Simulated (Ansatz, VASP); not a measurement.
**Mg: VASP beside Ansatz**

The input INCAR:

```
PREC     = Accurate       # precision mode
ENCUT    = 520            # plane-wave cutoff, eV
EDIFF    = 1E-6           # SCF threshold, eV
ISMEAR   = -1             # smearing method
SIGMA    = 0.05           # smearing width, eV
LREAL    = F              # projectors in reciprocal space
LASPH    = T              # aspherical terms in the spheres
NELM     = 100            # most SCF steps
ALGO     = Normal         # electronic algorithm
ISIF     = 2              # what is computed and relaxed
LWAVE    = F              # write WAVECAR
LCHARG   = F              # write CHGCAR
GGA      = RP             # functional
```

The input KPOINTS:

```
Automatic mesh
0
Gamma
  10 10 5
```

The input POSCAR:

```
Mg
1.0
    3.2093000000      0.0000000000      0.0000000000
   -1.6046500000      2.7793353284      0.0000000000
    0.0000000000      0.0000000000      5.2103000000
Mg
2
Direct
    0.6666666667      0.3333333333      0.7500000000
    0.3333333333      0.6666666667      0.2500000000
```

Contents of KPOINTS_OPT:

```
path GMKGALHA,LM,KH
10
line-mode
reciprocal
 0.0000000000  0.0000000000  0.0000000000  G
 0.5000000000  0.0000000000  0.0000000000  M

 0.5000000000  0.0000000000  0.0000000000  M
 0.3333333333  0.3333333333  0.0000000000  K

 0.3333333333  0.3333333333  0.0000000000  K
 0.0000000000  0.0000000000  0.0000000000  G

 0.0000000000  0.0000000000  0.0000000000  G
 0.0000000000  0.0000000000  0.5000000000  A

 0.0000000000  0.0000000000  0.5000000000  A
 0.5000000000  0.0000000000  0.5000000000  L

 0.5000000000  0.0000000000  0.5000000000  L
 0.3333333333  0.3333333333  0.5000000000  H

 0.3333333333  0.3333333333  0.5000000000  H
 0.0000000000  0.0000000000  0.5000000000  A

 0.5000000000  0.0000000000  0.5000000000  L
 0.5000000000  0.0000000000  0.0000000000  M

 0.3333333333  0.3333333333  0.0000000000  K
 0.3333333333  0.3333333333  0.5000000000  H
```

The input input.yaml:

```yaml
crystal:
  lattice:
    - [3.2093, 0.0, 0.0]
    - [-1.60465, 2.7793353284, 0.0]
    - [0.0, 0.0, 5.2103]
  atoms:
    - { symbol: Mg, position: [0.6666666667, 0.3333333333, 0.75] }
    - { symbol: Mg, position: [0.3333333333, 0.6666666667, 0.25] }
hamiltonian:
  xc: rpbe
  pseudopotentials: { kind: paw }
kpoints:
  mp_grid: { grid: [10, 10, 5] }
  band_path:
    path:
      - [[0.0, 0.0, 0.0], [0.5, 0.0, 0.0], [0.3333333333, 0.3333333333, 0.0], [0.0, 0.0, 0.0], [0.0, 0.0, 0.5], [0.5, 0.0, 0.5], [0.3333333333, 0.3333333333, 0.5], [0.0, 0.0, 0.5]]
      - [[0.5, 0.0, 0.5], [0.5, 0.0, 0.0]]
      - [[0.3333333333, 0.3333333333, 0.0], [0.3333333333, 0.3333333333, 0.5]]
    npoints: 14
scf:
  occupations: { method: fermi_dirac, width: 0.05 }
  n_extra_bands: 6
output:
  forces: true
  stress: true
  eigenvalues: true
  fatbands: false
```

Alike in both runs: task band structure; functional RPBE; k mesh 10 × 10 × 5; occupations fermi-dirac, width 0.05 eV; no spin polarisation.

```csv
,VASP,Ansatz
version,VASP 6.6.1,Ansatz 0.2.0
potentials or method,"VASP PAW PBE potentials, release 64 (Mg)",Ansatz PAW
plane-wave cutoff (eV),520,420
valence electrons in the cell,4,20
```

|  | VASP | Ansatz | Ansatz less VASP |
| --- | --- | --- | --- |
| gap on the k mesh at the Fermi level (eV) | none | none | - |
| pressure (GPa) | 0.6 | 0.8 | +0.20 |
| largest component of the traceless stress (GPa) | 0.71 | 0.70 | -0.004 |

A gap of «none» marks a metal or a gap that the smearing closes. With one functional, cell and mesh, what is left measures potentials, basis and numerics. The two sets of potentials don't hold the same shells in valence.

Caveats: the PAW data sets were made with another functional, which shifts forces and pressure a little (VASP); the PAW data sets come from PBE, with cores solved anew for the run's functional, which leaves a small shift of forces and pressure (Ansatz).
